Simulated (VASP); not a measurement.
Set up this calculation in VASP 6.6.1, as an ASE script.

```yaml
Task: band structure
Functional: AM05
Potentials_or_basis: VASP PAW PBE potentials, release 64 (K_sv, F)
Cutoff: 520 eV
k_mesh: 8 × 8 × 8
Occupations: fermi-dirac, width 0.1 eV
Spin: no spin polarisation
Further_INCAR_settings: ALGO = Normal; EDIFF = 1.00e-06; NBANDS = 15; ISYM = 0
```

The structure of KF lies in POSCAR:

```
KF
1.0
    3.2589550000      0.0000000000      0.0000000000
    0.0000000000      3.2589550000      0.0000000000
    0.0000000000      0.0000000000      3.2589550000
K F
1 1
Direct
    0.0012790000      0.0006410000      0.0039570000
    0.5004170000      0.5043240000      0.4967540000
```

The cell comes from a database or a generator and needn't be the stable form of this composition.

The cell isn't the ideal one: atoms moved at random, drawn with an rms of 0.02 Å.

One way to write it, as run:

run.py

```python
from ase.calculators.vasp import Vasp
from ase.dft.bandgap import bandgap
from ase.io import read

atoms = read('POSCAR')
calc = Vasp(
    directory='calc',
    xc='am05',
    pp='PBE',
    setups='recommended',
    prec='Accurate',
    encut=520,
    ediff=1e-06,
    ismear=-1,
    sigma=0.1,
    lreal=False,
    lasph=True,
    nelm=100,
    algo='Normal',
    isif=2,
    lwave=False,
    lcharg=True,
    kpts=[8, 8, 8],
    gamma=True,
    nbands=15,
)
atoms.calc = calc

print('energy (eV):', atoms.get_potential_energy())
print('free energy (eV):', atoms.get_potential_energy(force_consistent=True))
efermi = calc.get_fermi_level()
print('Fermi level (eV):', efermi)
path = atoms.cell.bandpath(npoints=40, eps=1e-4)
print('path:', path.path)
calc.set(kpts=path.kpts, reciprocal=True, icharg=11, isym=0, lcharg=False)
calc.calculate(atoms)
print('gap on the path (eV):', bandgap(calc, efermi=efermi)[0])
print('direct gap on the path (eV):', bandgap(calc, efermi=efermi, direct=True)[0])
```

Potentials or basis: VASP PAW PBE potentials, release 64 (K_sv, F).

Run with:

```console
$ python run.py
```

It gave:

```yaml
Band_gap_along_the_path: 6.27 eV, indirect (least direct gap 6.32 eV)
```

Caveat: the log is that of the step along the path at fixed density, whose energy, stress, charges and moments have no meaning.

Wall time 110 s on 1 thread of Intel(R) Xeon(R) Platinum 8175M CPU @ 2.50GHz (Skylake/Cascade Lake), with other jobs on the host, peak memory 0.14 GiB.
